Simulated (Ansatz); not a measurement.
A crystal relaxed with r2SCAN in the plane-wave code Ansatz has space group Fm-3m (No. 225) and a = 4.006 Å.

```
atom  site       x       y       z
  Li    4a  0.0000  0.0000  0.0000
  Xx    4b  0.5000  0.0000  0.0000
```

r2SCAN gives a direct gap of 3.63 eV at X. The HSE06 gap is direct at X: 3.97 eV. PBE gives a direct gap of 2.98 eV at X. Meshes: r2SCAN 10×10×10, HSE06 8×8×8, PBE 10×10×10. r2SCAN's ε∞ is 3.9 in all directions.

**Question.** Which element is Xx?
A. Cl
B. H
C. K
D. Rb

**Answer.** B. Xx is H: LiH built on the rocksalt prototype. Li has 6 H at 2.00 Å; H has 6 Li at 2.00 Å.

The values are computed, spin-unpolarised, and not measurements.

The meshes of the hybrids are coarse, so their gaps aren't converged to the digits shown.
